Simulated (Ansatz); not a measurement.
# CaO: band gap under strain

Aim: follow the gap of CaO (rocksalt) through these states: -2.0 % equal strain in all directions; -1.0 % equal strain in all directions; +1.0 % equal strain in all directions. The table at the end shows which levels were run.

Program: Ansatz 0.2.0. PAW datasets, plane waves. The values are computed, spin-unpolarised, and not measurements.

## (1) The system as given

The unstrained cell was relaxed with r2SCAN; in each strained cell the atoms were relaxed again with r2SCAN. Names of k-points are those of the unstrained zone, where strain can split equivalent points. First state: -2.0 % equal strain in all directions.

The symmetry is Fm-3m (No. 225, cubic); a = 4.699 Å in the conventional setting, 12.97 Å³ an atom. Around Ca lie 6 O at 2.35 Å; around O lie 6 Ca at 2.35 Å.

The structure in full:

```cif
data_structure
_symmetry_space_group_name_H-M 'Fm-3m'
_symmetry_Int_Tables_number 225
_cell_length_a 4.6992
_cell_length_b 4.6992
_cell_length_c 4.6992
_cell_angle_alpha 90.000
_cell_angle_beta 90.000
_cell_angle_gamma 90.000
_cell_volume 103.77
loop_
_atom_site_label
_atom_site_type_symbol
_atom_site_symmetry_multiplicity
_atom_site_Wyckoff_symbol
_atom_site_fract_x
_atom_site_fract_y
_atom_site_fract_z
_atom_site_occupancy
Ca1 Ca 4 a 0.00000 0.00000 0.00000 1
O1 O 4 b 0.50000 0.00000 0.00000 1
```

From earlier runs on the unstrained cell: PBE 3.65 eV, r2SCAN 4.20 eV, HSE06 5.31 eV; a = 4.795 Å.

## (2) -2.0 % equal strain in all directions: PBE

Contents of input.yaml:

```yaml
crystal:
  lattice:
    - [0.0, 2.3495991113, 2.3495991113]
    - [2.3495991113, 0.0, 2.3495991113]
    - [2.3495991113, 2.3495991113, 0.0]
  atoms:
    - { symbol: Ca, position: [0.0, 0.0, 0.0] }
    - { symbol: O, position: [0.5, 0.5, 0.5] }
kpoints:
  mp_grid: { grid: [10, 10, 10] }
  band_path:
    path:
      - [0.0, 0.0, 0.0]
      - [0.5, 0.0, 0.5]
      - [0.625, 0.25, 0.625]
      - [0.375, 0.375, 0.75]
      - [0.5, 0.5, 0.5]
      - [0.5, 0.25, 0.75]
      - [0.0, 0.5, 0.5]
    npoints: 1
hamiltonian:
  xc: pbe
scf:
  occupations: { method: fermi_dirac, width: 0.02 }
  n_extra_bands: 4
output:
  forces: true
  stress: true
  eigenvalues: true
  write_density: true
  write_potential: true
  elf: true
  volumetric_format: npy
```

Started as:

```console
$ ansatz run input.yaml --threads 2 --pin off --max-ram 29491MiB --backend cpu --events-out ev --progress --plain --runs-dir out
```

After this run come: -2.0 % equal strain in all directions: r2SCAN; -2.0 % equal strain in all directions: HSE06; -2.0 % equal strain in all directions: r2SCAN; -1.0 % equal strain in all directions: PBE; -1.0 % equal strain in all directions: r2SCAN; -1.0 % equal strain in all directions: HSE06; -1.0 % equal strain in all directions: r2SCAN; +1.0 % equal strain in all directions: PBE; +1.0 % equal strain in all directions: r2SCAN; +1.0 % equal strain in all directions: HSE06; +1.0 % equal strain in all directions: r2SCAN.

Before running it: what results should come out?

**Answer**, as computed:

Least gap in eV (negative: overlap), with the change from the unstrained cell in brackets:

```
                                state  volume change (%)           PBE        r2SCAN         HSE06
-2.0 % equal strain in all directions               -5.9  3.63 (-0.02)  4.18 (-0.02)  5.30 (-0.01)
-1.0 % equal strain in all directions               -3.0  3.64 (-0.01)  4.19 (-0.01)  5.31 (+0.00)
+1.0 % equal strain in all directions               +3.0  3.66 (+0.01)  4.20 (+0.00)  5.31 (+0.00)
```

What this shows: The HSE06 gap hardly moves: by 0.013 eV at most. PBE and HSE06 differ by 1.66 eV on the unstrained gap, and by at most 0.01 eV on its change.
